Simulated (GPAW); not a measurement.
## Pb: equation of state with PBEsol

The system is Pb.

```
Pb
1.0
     0.00000    3.43900    3.43900
     3.43900    0.00000    3.43900
     3.43900    3.43900    0.00000
Pb
2
Direct
  0.25000 0.25000 0.25000
  0.00000 0.00000 0.00000
```

This isn't the form of Pb at room conditions, which is fcc.

```json
{"Program": "GPAW 26.7.0", "Task": "equation of state", "Functional": "PBEsol", "Potentials or basis": "PAW data sets generated in the run's folder for this functional", "Cutoff": "600 eV", "Basis": "pw", "k mesh": "7 × 7 × 7", "Occupations": "fermi-dirac, width 0.05 eV", "Spin": "no spin polarisation", "Maxiter": "150", "Eos scales": "[0.94, 0.96, 0.98, 1.0, 1.02, 1.04, 1.06]"}
```

```json
{
  "Equilibrium volume": "40.85 Å³/atom",
  "Bulk modulus": "31 GPa",
  "Pressure derivative of the bulk modulus": "4.5"
}
```

Energy against volume, from the lowest point:
| volume (Å³/atom) | energy (meV/atom) |
| --- | --- |
| 38.232 | 18.33 |
| 39.045 | 8.34 |
| 39.859 | 2.36 |
| 40.672 | 0.00 |
| 41.486 | 0.85 |
| 42.299 | 4.57 |
| 43.112 | 10.92 |

Run time: 2.3 min on 1 thread of Arm Neoverse V2, on a shared host, peak memory 0.32 GiB.

The run has no spin-orbit coupling, so splittings on Pb are missing.
